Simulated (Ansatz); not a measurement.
**AlCo: relaxation of cell and atoms with PBEsol**

AlCo:

```xyz
2
Lattice="2.8194 0.0000 0.0000 0.0000 2.8194 0.0000 0.0000 0.0000 2.8194" Properties=species:S:1:pos:R:3 pbc="T T T"
Co    1.4097    1.4097    1.4097
Al    0.0000    0.0000    0.0000
```

The cell is a database's computed one.

| Quantity | Value |
| --- | --- |
| Program | Ansatz 0.2.0 |
| Task | relaxation of cell and atoms |
| Functional | PBEsol |
| Potentials or basis | Ansatz PAW |
| Cutoff | 420 eV (not typed: the program's choice for these potentials) |
| k mesh | 9 × 9 × 9 |
| Occupations | fermi-dirac, width 0.05 eV |
| Spin | collinear spin, ferromagnetic start |
| Starting moments | [2.0, 0.0] μB |
| Target pressure | 2 GPa |
| Target pressure (GPa) | 2 |

```
Relaxed volume                                         : 11.13 Å³/atom
Relaxed cell                                           : a = 2.813 Å, b = 2.813 Å, c = 2.813 Å, α = 90.00°, β = 90.00°, γ = 90.00°
Space group after relaxing (to 0.05 Å)                 : Pm-3m (No. 221)
Energy change on relaxing (the enthalpy is what falls) : +0.6 meV/atom
Ionic steps                                            : 4
Pressure after relaxing                                : 2.0 GPa
Band gap on the k mesh                                 : none (metal or under the smearing width)
Net moment                                             : 0.00 μB per cell
Absolute moment                                        : 0.00 μB per cell
```

The path:
```csv
step,energy change (eV),largest force (eV/Å),volume (Å³)
1,0.0000,0.0000,22.41
2,0.0005,0.0000,22.33
3,0.0011,0.0000,22.26
4,0.0012,0.0000,22.26
```

Final structure:
```xyz
2
Lattice="2.8131 0.0000 0.0000 0.0000 2.8131 0.0000 0.0000 0.0000 2.8131" Properties=species:S:1:pos:R:3 pbc="T T T"
Co    1.4066    1.4066    1.4066
Al    0.0000    0.0000    0.0000
```

Levels at points of the mesh, in eV from the Fermi level:
Spin up:
```
           k point  band 8  band 9  band 10  band 11  band 12  band 13
(0.00, 0.00, 0.00)   -0.85   -0.85    -0.85     6.14     6.14     6.14
```
Spin down:
| k point | band 6 | band 7 | band 8 | band 9 | band 10 | band 11 | band 12 | band 13 | band 14 | band 15 |
| --- | --- | --- | --- | --- | --- | --- | --- | --- | --- | --- |
| (0.00, 0.00, 0.00) | -3.17 | -3.17 | -0.85 | -0.85 | -0.85 | 6.14 | 6.14 | 6.14 | 8.89 | 8.89 |

It took 3.9 s on 2 threads of Intel(R) Xeon(R) Platinum 8488C (Sapphire Rapids), on a shared host, peak memory 0.35 GiB.

Caveat: the starting moments collapsed, and a magnetic state may lie lower; the plane-wave basis is chosen anew once the cell has moved, so the energies of steps on either side of that aren't comparable; the PAW data sets come from PBE, with cores solved anew for the run's functional, which leaves a small shift of forces and pressure; the starting moments weren't kept.
